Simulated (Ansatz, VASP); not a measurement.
## Two plane-wave programs on BeTe

```
Be Te
1.0
     4.03964    0.00000    0.00000
     0.00000    4.77348    0.00000
     0.00000    0.00000   23.80000
Be Te
1 1
Direct
  0.50000 0.47356 0.29412
  0.00000 0.27664 0.29412
```

Alike in both runs: functional PBE; k mesh 8 × 6 × 1; occupations gaussian, width 0.02 eV; no spin polarisation.

Ansatz relaxed the structure, and its values are those at the end. VASP's run is a single point on that final structure, the one shown.

|  | VASP | Ansatz |
| --- | --- | --- |
| version | VASP 6.6.1 | Ansatz 0.2.0 |
| potentials or method | VASP PAW PBE potentials, release 64 (Be, Te) | scalar-relativistic, plane waves, PAW |
| plane-wave cutoff (eV) | 520 | 420 |
| valence electrons in the cell | 8 | 18 |

Ansatz gave:

```
gap on the k mesh at the Fermi level (eV) : 1.35
least direct gap on the mesh (eV)         : 1.35
rms of the force components (eV/Å)        : 0.002
```

What did VASP give for the same quantities?

gap on the k mesh at the Fermi level (eV): 1.36; least direct gap on the mesh (eV): 1.36; rms of the force components (eV/Å): 0.015.

The functional is the same, so the differences come from potentials, cutoffs and numerics. The two sets of potentials don't hold the same shells in valence. Ansatz warned: «xc_potential_rough_in_thin_density».

Caveats: spin-orbit coupling is left out, which moves the levels of the heavy elements.
